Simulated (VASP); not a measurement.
# N in VASP: settings compared

Aim: see how the results for N move with the level of theory and the settings. Levels: PBE+D3(BJ), PBE, RPBE. Tasks: relaxation of the atoms, single point.

All numbers are computed with VASP 6.6.1; they aren't measurements. Logs are shortened: lines on timing, memory, paths and dates and some standing lists are left out, and cuts for length are marked.

### Step 1. The molecule as given

The cell holds a molecule in a box, 1 atom: a = 10.500 Å, b = 11.000 Å, c = 11.500 Å, α = 90.00°, β = 90.00°, γ = 90.00°.

### Step 2. Relaxation of the atoms, PBE+D3(BJ), collinear spin, ferromagnetic start

INCAR reads:

```
ALGO = Fast ; EDIFF = 1E-6
EDIFFG = -0.03 ; ENCUT = 400
GGA = PE ; IBRION = 2
ISIF = 2 ; ISMEAR = 0
ISPIN = 2 ; ISYM = 0
IVDW = 12 ; LASPH = T
LCHARG = F ; LORBIT = 11
LREAL = F ; LWAVE = F
MAGMOM = 3.1 ; NELM = 60
NSW = 120 ; NUPDOWN = 3
PREC = Accurate ; SIGMA = 0.01
```

KPOINTS reads:

```
k-points
0
Gamma
  1 1 1
```

POSCAR reads:

```
N
1.0
   10.5000000000      0.0000000000      0.0000000000
    0.0000000000     11.0000000000      0.0000000000
    0.0000000000      0.0000000000     11.5000000000
N
1
Selective dynamics
Direct
    0.5000000000      0.5045454545      0.5000000000  F F F
```

Potentials or basis: VASP PAW PBE potentials, release 64 (N).

Started as:

```
$ cat potpaw_PBE.64/N/POTCAR > POTCAR
$ mpirun -np 1 vasp_gam > vasp.out
```

OUTCAR:

```text
EDIFF = 1E-6
   EDIFFG = -0.03
   ENCUT = 400
   GGA = PE
   IBRION = 2
   ISIF = 2
   ISMEAR = 0
   ISPIN = 2
   ISYM = 0
   IVDW = 12
   LASPH = T
   LORBIT = 11
   LREAL = F
   NELM = 60
   NSW = 120
   NUPDOWN = 3
   PREC = Accurate
 IVDW          = 12

 ion  position               nearest neighbor table
   1  0.500  0.505  0.500-

IMPORTANT INFORMATION: All symmetrisations will be switched off!
NOSYMM: (Re-)initialisation of all symmetry stuff for point group C_1.

----------------------------------------------------------------------------------------

                                     Primitive cell

  volume of cell :    1328.2500

  direct lattice vectors                    reciprocal lattice vectors
    10.500000000  0.000000000  0.000000000     0.095238095  0.000000000  0.000000000
     0.000000000 11.000000000  0.000000000     0.000000000  0.090909091  0.000000000
     0.000000000  0.000000000 11.500000000     0.000000000  0.000000000  0.086956522

  length of vectors
    10.500000000 11.000000000 11.500000000     0.095238095  0.090909091  0.086956522

  position of ions in fractional coordinates (direct lattice)
     0.500000000  0.504545454  0.500000000

  ion indices of the primitive-cell ions
   primitive index   ion index
                 1           1

----------------------------------------------------------------------------------------

 KPOINTS: k-points

Automatic generation of k-mesh.
 Grid dimensions read from file:
 generate k-points for:    1    1    1

 Generating k-lattice:

  Cartesian coordinates                     Fractional coordinates (reciprocal lattice)
     0.095238095  0.000000000  0.000000000     1.000000000  0.000000000  0.000000000
     0.000000000  0.090909091  0.000000000     0.000000000  1.000000000  0.000000000
     0.000000000  0.000000000  0.086956522     0.000000000  0.000000000  1.000000000

  Length of vectors
     0.095238095  0.090909091  0.086956522

  Shift w.r.t. Gamma in fractional coordinates (k-lattice)
     0.000000000  0.000000000  0.000000000

 Subroutine IBZKPT returns following result:
 ===========================================

 Found      1 irreducible k-points:

 Following reciprocal coordinates:
            Coordinates               Weight
  0.000000  0.000000  0.000000      1.000000
   k-points           NKPTS =      1   k-points in BZ     NKDIM =      1   number of bands    NBANDS=      8
   number of dos      NEDOS =    301   number of ions     NIONS =      1
   total plane-waves  NPLWV = 403200
   dimension x,y,z NGX =    70 NGY =   72 NGZ =   80
   dimension x,y,z NGXF=   140 NGYF=  144 NGZF=  160
   ions per type =               1
   NGX,Y,Z   is equivalent  to a cutoff of  11.08, 10.88, 11.56 a.u.
   NGXF,Y,Z  is equivalent  to a cutoff of  22.17, 21.76, 23.13 a.u.
 SYSTEM =  unknown system
   PREC   = accura    normal or accurate (medium, high low for compatibility)
   ISTART =      0    job   : 0-new  1-cont  2-samecut
   ICHARG =      2    charge: 1-file 2-atom 10-const
   ISPIN  =      2    spin polarized calculation?
   LNONCOLLINEAR =      F non collinear calculations
   LSORBIT =      F    spin-orbit coupling
   LASPH  =      T    aspherical Exc in radial PAW
   ENCUT  =  400.0 eV  29.40 Ry    5.42 a.u.  17.12 17.94 18.75*2*pi/ulx,y,z
   NELM   =     60;   NELMIN=  2; NELMDL= -5     # of ELM steps
   EDIFF  = 0.1E-05   stopping-criterion for ELM
   LREAL  =      F    real-space projection
   EDIFFG = -.3E-01   stopping-criterion for IOM
   NSW    =    120    number of steps for IOM
   IBRION =      2    ionic relax: 0-MD 1-quasi-New 2-CG
   NFREE  =      1    steps in history (QN), initial steepest desc. (CG)
   ISIF   =      2    stress and relaxation
   ISYM   =      0    0-nonsym 1-usesym 2-fastsym
   POTIM  = 0.5000    time-step for ionic-motion
   TEBEG  =    0.0;   TEEND  =   0.0 temperature during run
   PSTRESS=    0.0 pullay stress
   NELECT =       5.0000    total number of electrons
   NUPDOWN=       3.0000    fix difference up-down
   EMIN   =  10.00;   EMAX   =-10.00  energy-range for DOS
   EFERMI =   0.00;   METHOD = LEGACY
   ISMEAR =     0;   SIGMA  =   0.01  broadening in eV -4-tet -1-fermi 0-gaus
   EFERMI_NEDOS =   21; number of points for ismear=-14 and -15
   IALGO  =     68    algorithm
   IMIX   =      4    mixing-type and parameters
     AMIX     =   0.40;   BMIX     =  1.00
     AMIX_MAG =   1.60;   BMIX_MAG =  1.00
  volume/ion in A,a.u.               =    1328.25      8963.47
  Fermi-wavevector in a.u.,A,eV,Ry     =   0.254666  0.481250  0.882405  0.064855
  Thomas-Fermi vector in A             =   1.076068
   LORBIT       =     11    0 simple, 1 ext, 2 COOP (PROOUT), +10 PAW based schemes
   GGA     = PE    functional components
   LHFCALC =     F    Hartree Fock is set to
   AEXX    =    0.0000 exact exchange contribution
   IVDW    =    12    specifies the selected vdW correction
   LEPSILON=     F    determine dielectric tensor
   LRPA    =     F    only Hartree local field effects (RPA)
 conjugate gradient relaxation of ions
 spin polarized calculation
 RMM-DIIS sequential band-by-band and
 Gauss-broadening in eV      SIGMA  =   0.01
  energy-cutoff  :      400.00
  volume of cell :     1328.25
 maximum number of plane-waves:     12033
 NGX is ok and might be reduce to    70
   NGX = 35   NGY = 35   NGZ = 37

 number of electron       4.9999998 magnetization       2.9999912

 Free energy of the ion-electron system (eV)
  ---------------------------------------------------
  ext. energy  EPLUGINS =         0.00000000
  ---------------------------------------------------
  free energy    TOTEN  =        -3.11129603 eV

  energy without entropy =       -3.11129603  energy(sigma->0) =       -3.11129603

 E-fermi : -15.2084     XC(G=0):  -0.3309

 val. band max:       -8.2313545180   @ k =   0.0000   0.0000   0.0000
 cond. band min:      -4.0784144421   @ k =   0.0000   0.0000   0.0000
 fundamental gap:      4.1529400759
 Fermi energy:        -8.1789071431

 spin component 1

 k-point     1 :       0.0000    0.0000    0.0000
  band No.  band energies     occupation
      1     -19.8327      1.00000
      2      -8.2316      1.00000
      3      -8.2314      1.00000
      4      -8.2314      1.00000
      5      -0.4124      0.00000
      6       0.7392      0.00000
      7       0.8031      0.00000
      8       0.8896      0.00000
 Fermi energy:       -15.2083794487

 spin component 2

 k-point     1 :       0.0000    0.0000    0.0000
  band No.  band energies     occupation
      1     -15.2623      1.00000
      2      -4.0784      0.00000
      3      -4.0784      0.00000
      4      -4.0784      0.00000
      5      -0.0331      0.00000
      6       1.1036      0.00000
      7       1.1311      0.00000
      8       1.2347      0.00000

------------------------ aborting loop because EDIFF is reached ----------------------------------------

 Edisp (eV)   -0.00004

 E8    (eV) :    -0.0000

  FORCE on cell =-STRESS in cart. coord.  units (eV):
  Direction    XX          YY          ZZ          XY          YZ          ZX
  --------------------------------------------------------------------------------------
  -------------------------------------------------------------------------------------
  Total      -0.53813    -0.54252    -0.54137     0.00000    -0.00000    -0.00000
  in kB      -0.64911    -0.65440    -0.65302     0.00000    -0.00000    -0.00000
  external pressure =       -0.65 kB  Pullay stress =        0.00 kB

 VOLUME and BASIS-vectors are now :
 -----------------------------------------------------------------------------
  energy-cutoff  :      400.00
  volume of cell :     1328.25
      direct lattice vectors                 reciprocal lattice vectors
    10.500000000  0.000000000  0.000000000     0.095238095  0.000000000  0.000000000
     0.000000000 11.000000000  0.000000000     0.000000000  0.090909091  0.000000000
     0.000000000  0.000000000 11.500000000     0.000000000  0.000000000  0.086956522

 POSITION                                       TOTAL-FORCE (eV/Angst)
 -----------------------------------------------------------------------------------
      5.25000      5.55000      5.75000         0.000001      0.000271      0.000000
 -----------------------------------------------------------------------------------
    total drift:                                0.000001      0.000271      0.000000

  FREE ENERGIE OF THE ION-ELECTRON SYSTEM (eV)
  ---------------------------------------------------
  free  energy   TOTEN  =        -3.1113335815 eV

  energy  without entropy=       -3.1113335815  energy(sigma->0) =       -3.11133358

 reached required accuracy - stopping structural energy minimisation

 total charge

# of ion       s       p       d       tot
------------------------------------------
    1        1.379   1.859   0.000   3.238

 magnetization (x)

# of ion       s       p       d       tot
------------------------------------------
    1        0.037   1.859   0.000   1.896
```

Wall time 65 s (1 thread of Intel Xeon Platinum 8488C (Sapphire Rapids), shared host); peak memory 1 GiB.

What came out:

- Free energy: -3.1113 eV
- Net moment: 3.00 μB per cell
- Site moments: N +1.90 μB
- Valence electrons inside the program's atomic spheres: N 3.24
- Dispersion energy per atom: 0.000 eV

Final structure:
```
N
1.0
    10.50000    0.00000    0.00000
     0.00000   11.00000    0.00000
     0.00000    0.00000   11.50000
N
1
Direct
  0.50000 0.50455 0.50000
```

Caveat: the cutoff is under 1.25 times the usual one of these potentials, so pressure, stress and relaxed cells hold a basis-set (Pulay) error; the relaxation stopped at its first step, so nothing moved; the total moment is fixed, so each spin has its own Fermi level.

### Step 3. Single point, PBE, collinear spin, ferromagnetic start

INCAR reads:

```
  ALGO = Fast
  EDIFF = 1E-6
  ENCUT = 400
  GGA = PE
  ISIF = 2
  ISMEAR = 0
  ISPIN = 2
  ISYM = 0
  LASPH = T
  LCHARG = F
  LORBIT = 11
  LREAL = F
  LWAVE = F
  MAGMOM = 3.1
  NELM = 60
  NUPDOWN = 3
  PREC = Accurate
  SIGMA = 0.01
```

KPOINTS is that of step 2.

POSCAR reads:

```
N                                       
1.0
   10.5000000000      0.0000000000      0.0000000000
    0.0000000000     11.0000000000      0.0000000000
    0.0000000000      0.0000000000     11.5000000000
  N             
     1
Selective dynamics
Direct
     0.5000000000000000    0.5045454544999970    0.5000000000000000   F   F   F
```

Potentials or basis: VASP PAW PBE potentials, release 64 (N).

Started as:

```
$ cat potpaw_PBE.64/N/POTCAR > POTCAR
$ mpirun -np 1 vasp_gam > vasp.out
```

Run time: 65 s. Hardware: 1 thread of Intel Xeon Platinum 8488C (Sapphire Rapids), shared host; peak memory 1 GiB.

Results (log left out):

```
Free energy                                           : -3.1113 eV
Net moment                                            : 3.00 μB per cell
Site moments                                          : N +1.90 μB
Valence electrons inside the program's atomic spheres : N 3.24
```

Caveat: the cutoff is under 1.25 times the usual one of these potentials, so pressure, stress and relaxed cells hold a basis-set (Pulay) error; the total moment is fixed, so each spin has its own Fermi level.

### Step 4. Single point, RPBE, collinear spin, ferromagnetic start

Changes to INCAR since step 3:

```diff
@@ -3,3 +3,3 @@
   ENCUT = 400
-  GGA = PE
+  GGA = RP
   ISIF = 2
```

KPOINTS is that of step 3.

POSCAR is that of step 3.

Started as:

```
$ cat potpaw_PBE.64/N/POTCAR > POTCAR
$ mpirun -np 1 vasp_gam > vasp.out
```

It took 68 s on 1 thread of Intel Xeon Platinum 8488C (Sapphire Rapids), shared host; peak memory 1 GiB.

It converged, with:

```
Free energy                                           : -3.1549 eV
Net moment                                            : 3.00 μB per cell
Site moments                                          : N +1.89 μB
Valence electrons inside the program's atomic spheres : N 3.24
```

Caveat: the cutoff is under 1.25 times the usual one of these potentials, so pressure, stress and relaxed cells hold a basis-set (Pulay) error; the PAW data sets were made with another functional, which shifts forces and pressure a little; the total moment is fixed, so each spin has its own Fermi level.

### Step 5. Overview

| task | level | cell | atoms held fixed (from 0) | moment (μB) |
| --- | --- | --- | --- | --- |
| relaxation of the atoms | PBE+D3(BJ) | atoms relaxed | [0] | 3.00 |
| single point | PBE | as given | - | 3.00 |
| single point | RPBE | as given | - | 3.00 |

Alike in all rows: potentials or basis VASP PAW PBE potentials, release 64 (N); spin collinear, ferromagnetic start; fixed moment (μB) 3; k mesh 1 × 1 × 1; cutoff (eV) 400; smearing gaussian 0.01 eV.

Caveats: the cutoff is under 1.25 times the usual one of these potentials, so pressure, stress and relaxed cells hold a basis-set (Pulay) error; the total moment is fixed, so each spin has its own Fermi level; the relaxation stopped at its first step, so nothing moved (some runs); the PAW data sets were made with another functional, which shifts forces and pressure a little (some runs).

Total energies depend on the potentials used, so only differences within one code and one set of settings carry meaning.
